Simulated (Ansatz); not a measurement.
CdS:

```
CELL_PARAMETERS angstrom
4.26117 0.00000 0.00000
-2.13058 3.69028 0.00000
0.00000 0.00000 5.80417
ATOMIC_POSITIONS crystal
Cd 0.00000 0.00000 0.44269
S 0.66667 0.33333 0.43431
```

Measurements of this composition are mostly on another form, of space group No. 186.

Below is the output of Ansatz 0.2.0 for this cell. Logs are shortened: lines on timing, memory, paths and dates and some standing lists are left out, and cuts for length are marked.

```text
Warning: RAYON_NUM_THREADS=2 ignored (pool sized by the plan → 2); use --threads N
scf.n_extra_bands = 6 over 13 filled bands (N_el = 26.0): the run solves 19 bands
Engine: ansatz 0.2.0, aarch64-unknown-linux-gnu
Pseudopotentials: kind: paw
Pseudopotential: Cd, paw, valence charge 20, recommended cutoff 420 eV (normal), Cd.paw.azcp
Pseudopotential: S, paw, valence charge 6, recommended cutoff 420 eV (normal), S.paw.azcp
Functional definition: revPBE
  parameter kappa = 1.245
  parameter beta = 0.06672455060314922
  exchange = pbe_x(kappa = kappa, mu = beta*pi^2/3)
  correlation = pbe_c(beta = beta)
Crystal: 2 atoms, lattice volume = 91.270 Å³
Basis set: ecut = 420 eV, 1765 PW (Γ), exchange–correlation on 60×60×80 points (8 copies of the dense FFT grid, shifted against one another)
Bands: 19, of which v1, the nominal top of the filled ones, is band 13 counted from 1 (12 counted from 0)
Symmetry: 6 space group operations
Space group: P3m1 (ITA 156), of the structure as read, at distance tolerance 4.5e-5 Å
k-points: 32 of 245 (time reversal used)
Non-local potential: Cd, projectors of the file, l = 0: 3, l = 1: 2, l = 2: 2, l = 3: 1
Non-local potential: S, projectors of the file, l = 0: 2, l = 1: 2, l = 2: 2
PAW form: soft (Blöchl's): semilocal exchange-correlation on the pseudo side does not see the compensation charge
PAW frozen core: Cd, regenerated for the run's functional, and the local potential with it (the file was generated under x = pbe(κ = 0.804, μ = 0.2195149727645171), c = pbe(β = 0.06672455060314922))
PAW frozen core: S, regenerated for the run's functional, and the local potential with it (the file was generated under x = pbe(κ = 0.804, μ = 0.2195149727645171), c = pbe(β = 0.06672455060314922))
PAW one-centre angular grid: Cd, 590 points (default); XC on 64 Gauss nodes
PAW one-centre angular grid: S, 110 points (default); XC on 64 Gauss nodes
Initial density: superposition of atomic densities (neutral atoms: chi_scale 0, normalization atom), corrected by the library's trained network
[... 13 lines left out ...]
SCF converged after 6 iterations
Free energy (F): -9165.849650 eV
Harris-Foulkes:  -9165.849650 eV  (|F-HF|=1.50e-9)
Internal energy: -9165.849650 eV  (E = F + TS)
E sigma→0 (E₀):  -9165.849650 eV
Fermi energy:    1.889354 eV
--- Per-component energies (eV) ---
  E_band       = -653.086694
  E_kinetic    = 610.541014
  E_local      = -5575.313169  (includes V_loc(G=0)·N_el)
  E_nonlocal   = 60.711394
  E_hartree    = 2551.807790
  E_xc         = -273.562832
  E_vxc        = -307.832091  (∫ρ·V_xc dr)
  E_paw        = -4691.846446  (= ΣΔE_a)
  E_vpaw       = -544.807832  (= ΣTr[D̂ρ^β])
  E_aug_tail   = 0.000016  (compensation charges beyond the density's cutoff)
  E_ewald      = -1848.079422
  E_core_change = -0.107995  (= ΣΔE_core)
  E_smearing   = -0.000000  (= −TS)
  E_closure    = -0.000000  (closes the sum)
  Σ components = -9165.849650   (vs F -9165.849650, Δ=0.00e0)
--- Forces (eV/Å), atoms counted from 1 ---
  atom   1  Cd     0.00000000     0.00000000     0.00027264
  atom   2  S     -0.00000000    -0.00000000    -0.00027988
  max |Σ_I F_I| component: 7.24e-6 eV/Å
--- Stress (GPa, compression-positive) ---
        0.669452       0.000000       0.000000
        0.000000       0.669452       0.000000
        0.000000       0.000000       0.095760
  P = ⅓ Tr σ = 0.4782 GPa (4.782 kbar)
--- Band table (eV; the first three rows and the last of 32) ---
  k-point 0: bands = ["-100.2256", "-61.3656", "-61.2616", "-61.2616", "-10.5613", "-6.6097", "-6.6097", "-6.1061", "-6.1061", "-5.8987", "0.0017", "1.0352", "1.0352", "2.6216", "6.7532", "8.0039", "8.0039", "8.1254", "12.2377"]
  k-point 1: bands = ["-100.2256", "-61.3656", "-61.2616", "-61.2616", "-10.5602", "-6.6097", "-6.6097", "-6.1063", "-6.1063", "-5.8956", "-0.0730", "1.0366", "1.0366", "2.7193", "6.5280", "8.0201", "8.0201", "8.6469", "12.3209"]
  k-point 2: bands = ["-100.2256", "-61.3656", "-61.2616", "-61.2616", "-10.5583", "-6.6096", "-6.6096", "-6.1065", "-6.1065", "-5.8905", "-0.1847", "1.0389", "1.0389", "2.8726", "6.2530", "8.0467", "8.0467", "9.8547", "11.8983"]
  k-point 31: bands = ["-100.2255", "-61.3656", "-61.2619", "-61.2618", "-10.1999", "-6.3789", "-6.2825", "-6.2049", "-6.1414", "-5.5810", "-2.2906", "-1.1434", "0.8666", "5.5767", "6.3828", "8.2534", "8.9094", "10.1571", "10.8811"]
```

Q: Write the input and the command behind it.

A: Band structure with revPBE, no spin polarisation. The files as run (others can give the same):

input.yaml
```yaml
crystal:
  lattice:
    - [4.2611695877, 0.0, 0.0]
    - [-2.1305847939, 3.6902811128, 0.0]
    - [0.0, 0.0, 5.80417294]
  atoms:
    - { symbol: Cd, position: [0.0, 0.0, 0.44269192] }
    - { symbol: S, position: [0.6666666667, 0.3333333333, 0.43430808] }
hamiltonian:
  xc: revpbe
  pseudopotentials: { kind: paw }
kpoints:
  mp_grid: { grid: [7, 7, 5] }
  band_path:
    path:
      - [[0.0, 0.0, 0.0], [0.5, 0.0, 0.0], [0.3333333333, 0.3333333333, 0.0], [0.0, 0.0, 0.0], [0.0, 0.0, 0.5], [0.5, 0.0, 0.5], [0.3333333333, 0.3333333333, 0.5], [0.0, 0.0, 0.5]]
      - [[0.5, 0.0, 0.5], [0.5, 0.0, 0.0]]
      - [[0.3333333333, 0.3333333333, 0.0], [0.3333333333, 0.3333333333, 0.5]]
    npoints: 14
scf:
  occupations: { method: fermi_dirac, width: 0.05 }
  n_extra_bands: 6
output:
  forces: true
  stress: true
  eigenvalues: true
  fatbands: false
  write_density: true
  write_potential: true
  elf: true
  volumetric_format: npy
```

Potentials or basis: Ansatz PAW.
Run with:
```sh
$ ansatz run input.yaml --threads 2 --pin off --max-ram 5632MiB --backend cpu --events-out ev --progress --plain --runs-dir out
```

Caveat: the PAW data sets come from PBE, with cores solved anew for the run's functional, which leaves a small shift of forces and pressure.
